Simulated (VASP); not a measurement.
# SrO in VASP: one cell, several levels of theory, part 2 of 2

The system is SrO, a lower-symmetry cell derived from the zincblende prototype, a generated structure that needn't be the ground state.

VASP 6.6.1, plane waves, PAW. The steps go on from the part before.

### 3 Single point with r2SCAN

Contents of INCAR:

```
ENCUT = 520.000000
SIGMA = 0.010000
EDIFF = 1.00e-07
ALGO = Normal
METAGGA = R2SCAN
PREC = Accurate
IBRION = -1
ISIF = 2
ISMEAR = 0
NBANDS = 15
NELM = 120
NSW = 0
LASPH = .TRUE.
LCHARG = .TRUE.
LELF = .TRUE.
LWAVE = .FALSE.
LREAL = .FALSE.
```

Contents of KPOINTS:

```
KPOINTS created by Atomic Simulation Environment
0
Gamma
8 8 8
0 0 0
```

Contents of KPOINTS_OPT:

```
special points
6
Reciprocal
0.0000000000 0.0000000000 0.0000000000 1
-0.5000000000 -0.5000000000 0.0000000000 1
-0.3750000000 -0.3750000000 0.2500000000 1
-0.3750000000 0.0000000000 0.3750000000 1
0.0000000000 0.0000000000 0.5000000000 1
-0.5000000000 -0.2500000000 0.2500000000 1
```

Contents of POSCAR:

```
Sr O
 1.0000000000000000
     0.0349035128000000    2.7922810265000000    2.7922810265000000
     2.7922810265000000    0.0349035128000000    2.7922810265000000
     2.8271845393000001    2.8271845393000001    0.0000000000000000
 Sr  O
   1   1
Cartesian
  0.0000000000000000 -0.0000000000000000  0.0125204334609432
  1.4135922696499998  1.4135922696499998  1.3836200797890568
```

Run with:

```sh
mpirun -np 1 vasp_std
```

Standard output, without the iteration lines:

```text
POSCAR found type information on POSCAR SrO
 POSCAR found :  2 types and       2 ions
 -----------------------------------------------------------------------------
|                                                                             |
|                                                                             |
|     You enforced a specific xc type in the INCAR file but a different       |
|     I HOPE YOU KNOW WHAT YOU ARE DOING!                                     |
|                                                                             |
 -----------------------------------------------------------------------------

 LDA part: xc-table for (None), standard interpolation
 POSCAR, INCAR and KPOINTS ok, starting setup
 FFT: planning ... GRIDC
 FFT: planning ... GRID_SOFT
 FFT: planning ... GRID
 WAVECAR not read
 entering main loop
 Start KPOINTS_OPT (optional k-point list driver)
k-point batch [1-6\6]
```

OSZICAR:

```text
N       E                     dE             d eps       ncg     rms          rms(c)
DAV:   1     0.561152195361E+02    0.56115E+02   -0.82688E+03  2850   0.103E+03
DAV:   2    -0.310355815430E+02   -0.87151E+02   -0.79426E+02  3987   0.222E+02
DAV:   3    -0.352813038428E+02   -0.42457E+01   -0.42143E+01  3815   0.451E+01
DAV:   4    -0.353995849574E+02   -0.11828E+00   -0.11826E+00  3504   0.728E+00
DAV:   5    -0.354025587457E+02   -0.29738E-02   -0.29737E-02  3871   0.908E-01    0.167E+01
DAV:   6    -0.264111324129E+02    0.89914E+01   -0.61889E+00  3830   0.192E+01    0.143E+01
DAV:   7    -0.265939352156E+02   -0.18280E+00   -0.27385E-01  3011   0.454E+00    0.801E+00
DAV:   8    -0.266319612147E+02   -0.38026E-01   -0.15183E-01  2927   0.389E+00    0.778E-01
DAV:   9    -0.266309085713E+02    0.10526E-02   -0.44558E-02  3760   0.176E+00    0.398E-01
DAV:  10    -0.266292987899E+02    0.16098E-02   -0.89027E-03  3214   0.855E-01    0.178E-01
DAV:  11    -0.266295375171E+02   -0.23873E-03   -0.93946E-04  2878   0.278E-01    0.825E-02
DAV:  12    -0.266294926483E+02    0.44869E-04   -0.30405E-04  3494   0.127E-01    0.271E-02
DAV:  13    -0.266294952710E+02   -0.26227E-05   -0.21693E-05  2948   0.445E-02    0.908E-03
DAV:  14    -0.266294954523E+02   -0.18134E-06   -0.65528E-07  3774   0.739E-03    0.517E-03
DAV:  15    -0.266294952141E+02    0.23825E-06   -0.88560E-07  3081   0.807E-03    0.798E-04
DAV:  16    -0.266294951667E+02    0.47400E-07   -0.97754E-08  1988   0.230E-03
   1 F= -.26629495E+02 E0= -.26629495E+02  d E =-.617676E-32
       N       E                     dE             ncg
DAV:   1     0.230426499864E+04   -0.36042E+04      180
DAV:   2     0.183551886870E+04   -0.46875E+03      250
DAV:   3     0.181666759897E+04   -0.18851E+02      239
DAV:   4     0.181621726419E+04   -0.45033E+00      238
DAV:   5     0.181620722711E+04   -0.10037E-01      254
DAV:   6     0.181620718744E+04   -0.39669E-04      238
DAV:   7     0.181620718709E+04   -0.35376E-06      192
DAV:   8     0.181620718708E+04   -0.30800E-08      195
```

From OUTCAR:

```text
k-points           NKPTS =     95   k-points in BZ     NKDIM =     95   number of bands    NBANDS=     15

   NELECT =      16.0000    total number of electrons

   dimension x,y,z NGX =    30 NGY =   30 NGZ =   30
   dimension x,y,z NGXF=    60 NGYF=   60 NGZF=   60

  energy-cutoff  :      520.00
  volume of cell :       43.54
      direct lattice vectors                 reciprocal lattice vectors
     0.034903513  2.792281026  2.792281026    -0.181331717  0.181331717  0.179065071
     2.792281026  0.034903513  2.792281026     0.181331717 -0.181331717  0.179065071
     2.827184539  2.827184539  0.000000000     0.176854391  0.176854391 -0.179065071

 k-points in reciprocal lattice and weights: KPOINTS created by Atomic Simulation Env
   0.00000000  0.00000000  0.00000000       0.002
   0.12500000  0.00000000  0.00000000       0.008
   0.25000000  0.00000000  0.00000000       0.008
   0.37500000  0.00000000  0.00000000       0.008
   0.50000000  0.00000000  0.00000000       0.004
   0.12500000  0.12500000  0.00000000       0.004
   0.25000000  0.12500000  0.00000000       0.008
   0.37500000  0.12500000  0.00000000       0.008
[... 87 more k-points ...]

 E-fermi :   0.0558

 k-point     1 :       0.0000    0.0000    0.0000
  band No.  band energies     occupation
      1     -33.3199      2.00000
      2     -15.7628      2.00000
      3     -14.5848      2.00000
      4     -14.5834      2.00000
      5     -14.5814      2.00000
      6      -0.9068      2.00000
      7      -0.8716      2.00000
      8      -0.8343      2.00000
      9       2.8778      0.00000
     10       8.6366      0.00000
     11       8.6601      0.00000
     12       9.9342      0.00000
     13       9.9822      0.00000
     14       9.9988      0.00000
     15      15.3918      0.00000

 k-point     2 :       0.1250    0.0000    0.0000
  band No.  band energies     occupation
      1     -33.3103      2.00000
      2     -16.0196      2.00000
      3     -14.5989      2.00000
      4     -14.5980      2.00000
      5     -14.3615      2.00000
      6      -0.9429      2.00000
      7      -0.8511      2.00000
      8      -0.8066      2.00000
      9       3.3942      0.00000
     10       8.2818      0.00000
     11       8.3236      0.00000
     12       9.6087      0.00000
     13      10.3483      0.00000
     14      10.3952      0.00000
     15      14.3431      0.00000

 k-point     3 :       0.2500    0.0000    0.0000
  band No.  band energies     occupation
      1     -33.2871      2.00000
      2     -16.4516      2.00000
      3     -14.6329      2.00000
      4     -14.6295      2.00000
      5     -14.0292      2.00000
      6      -0.9780      2.00000
      7      -0.7252      2.00000
      8      -0.6961      2.00000
      9       4.4650      0.00000
     10       7.9218      0.00000
     11       8.0593      0.00000
     12       8.8801      0.00000
     13      10.7180      0.00000
     14      10.8134      0.00000
     15      12.9267      0.00000

 k-point     4 :       0.3750    0.0000    0.0000
  band No.  band energies     occupation
      1     -33.2637      2.00000
      2     -16.7774      2.00000
      3     -14.6664      2.00000
      4     -14.6605      2.00000
      5     -13.8136      2.00000
      6      -0.8193      2.00000
      7      -0.6130      2.00000
      8      -0.5996      2.00000
      9       5.3218      0.00000
     10       7.9194      0.00000
     11       8.0346      0.00000
     12       8.2099      0.00000
     13      10.6501      0.00000
     14      10.7855      0.00000
     15      12.6733      0.00000

 k-point     5 :       0.5000    0.0000    0.0000
  band No.  band energies     occupation
      1     -33.2540      2.00000
      2     -16.8956      2.00000
      3     -14.6802      2.00000
      4     -14.6732      2.00000
      5     -13.7440      2.00000
      6      -0.7011      2.00000
      7      -0.5710      2.00000
      8      -0.5649      2.00000
      9       5.6303      0.00000
     10       7.6164      0.00000
     11       8.0166      0.00000
     12       8.3250      0.00000
     13      10.5042      0.00000
     14      10.6392      0.00000
     15      13.2792      0.00000

 k-point     6 :       0.1250    0.1250    0.0000
  band No.  band energies     occupation
      1     -33.3077      2.00000
      2     -16.0885      2.00000
      3     -14.6201      2.00000
      4     -14.6160      2.00000
      5     -14.2688      2.00000
      6      -1.0627      2.00000
      7      -0.7917      2.00000
      8      -0.7280      2.00000
      9       3.5512      0.00000
     10       7.5821      0.00000
     11       8.8489      0.00000
     12      10.1050      0.00000
     13      10.1858      0.00000
     14      10.2099      0.00000
     15      14.6789      0.00000

 k-point     7 :       0.2500    0.1250    0.0000
  band No.  band energies     occupation
      1     -33.2894      2.00000
      2     -16.4205      2.00000
      3     -14.6607      2.00000
      4     -14.6577      2.00000
      5     -13.9813      2.00000
      6      -1.1309      2.00000
      7      -0.6558      2.00000
      8      -0.6334      2.00000
      9       4.4188      0.00000
     10       6.9979      0.00000
     11       8.7183      0.00000
     12       9.6118      0.00000
     13      10.4861      0.00000
     14      10.7646      0.00000
     15      13.5709      0.00000

 k-point     8 :       0.3750    0.1250    0.0000
  band No.  band energies     occupation
      1     -33.2661      2.00000
      2     -16.7398      2.00000
      3     -14.7281      2.00000
      4     -14.6886      2.00000
      5     -13.7350      2.00000
      6      -0.9817      2.00000
      7      -0.5586      2.00000
      8      -0.5338      2.00000
      9       5.2279      0.00000
     10       6.8947      0.00000
     11       8.5046      0.00000
     12       9.0587      0.00000
     13      10.6120      0.00000
     14      11.0449      0.00000
     15      12.7608      0.00000

[... the tables of k-points 9 to 95 left out ...]

  Total        0.1259866      0.1259866      0.1161687     -0.1798990      0.0000000      0.0000000
  in kB        4.6365542      4.6365542      4.2752379     -6.6206373      0.0000000      0.0000000
  external PRESSURE =       4.5161154 kB  Pullay stress =       0.0000000 kB

 POSITION                                       TOTAL-FORCE (eV/Angst)
 -----------------------------------------------------------------------------------
      2.82718      2.82718      0.01252        -0.000000     -0.000000      0.001871
      1.41359      1.41359      1.38362         0.000000      0.000000     -0.001871
 -----------------------------------------------------------------------------------
    total drift:                               -0.000000     -0.000000      0.000041

  FREE ENERGIE OF THE ION-ELECTRON SYSTEM (eV)
  ---------------------------------------------------
  free  energy   TOTEN  =       -26.6294951667 eV

  energy  without entropy=      -26.6294951667  energy(sigma->0) =      -26.62949517
```

Hardware: 1 MPI rank of Intel Xeon 6975P-C, shared host.

The levels at the points of KPOINTS_OPT are read from vasprun.xml.

Band energies at the special points (eV, zero at the top of v, the last band that the electrons fill by count):

```csv
point,v−1,v,c,c+1
Γ,-0.85,-0.81,2.90,8.66
X,-0.02,0.00,4.90,6.21
U,-0.21,-0.16,4.88,6.40
K,-0.22,-0.16,4.91,6.43
L,-0.52,-0.51,5.62,7.61
W,-0.65,0.00,4.91,6.16
```

The r2SCAN gap is 2.90 eV and indirect (W to Γ), with 3.71 eV as the least direct one. Pressure: 0.45 GPa; the forces vanish within 0.01 eV/Å.

Axes a, b and c in the maps are those of this run's conventional cell (a, b, c = 3.900, 3.998, 5.585 Å).

Density in a lattice plane of the grid's cell (edges 3.90 and 5.58 Å, at 0.000 of the third edge), which holds Sr and O.

Ten even steps from '0' (0.01 e/Å³) to '9' (8.02 e/Å³):
```
3331000000000133
3221000000000122
1100000000000001
0000000000000000
0000000000000000
0000000000000000
0000000000000000
0000000000000000
0000000000000000
0000000000000000
0000000000000000
0000000000000000
0000001232100000
0000013575310000
0000014898410000
0000012575210000
1100001222100001
2210000000000012
3321000000000123
4331000000000133
```
Columns run along the first of these edges and rows up along the second, over one cell in 16 and 20 even steps from the bottom left corner. Atoms in the plane (fractional): Sr at (0.00, 1.00), O at (0.50, 0.25).

ELF in the same plane.

Ten even steps from ' ' (0.01) to '@' (0.85):
```
**##@@@@%%--          --%%@@@@##
@@@@@@@@%%--          --%%@@@@@@
@@@@@@%%==..          ..==%%@@@@
**++==::..              ..::==++
                                
                                
                                
                                
              ......            
        ..::----------::..      
      ::--++****##****++--::    
    ..--**##%%@@@@@@%%##**--..  
    ::++##%%@@@@@@@@@@%%##++::  
    ..==##@@@@%%**%%@@@@##==..  
      ::##@@@@**--**@@@@##::    
++==....==%%@@%%##%%@@%%==....==
@@%%**::..++%%@@@@@@%%++..::**%%
@@@@%%**..::++%%@@%%++::..**%%@@
####%%%%++..::++**++::..++%%%%##
++**%%@@%%::  ..--..  ::%%@@%%**
```
Columns run along the first of these edges and rows up along the second, over one cell in 16 and 20 even steps from the bottom left corner. Atoms in the plane (fractional): Sr at (0.00, 1.00), O at (0.50, 0.25).

Both are smooth fields of the valence electrons: close to the nuclei they are not physical.

Outside the cores ELF peaks at 0.84 in the shell around O, 0.6 Å from O.

### 4 What came out

What follows sums up all 2 parts.

```
 level  gap (eV)  pressure (GPa)  Ansatz: gap (eV)  Ansatz: pressure (GPa)
   PBE      2.52            1.42              2.52                    0.95
r2SCAN      2.90            0.45              2.89                   -0.02
```

What this shows: The gap runs from 2.52 eV (PBE) to 2.90 eV (r2SCAN). At this one volume the pressure spans 0.5 GPa (r2SCAN) to 1.4 GPa (PBE): PBE wants the largest cell and r2SCAN the smallest. The two programs agree on the gap within 0.02 eV, far less than the spread between functionals. The two codes have different PAW datasets and cutoffs.
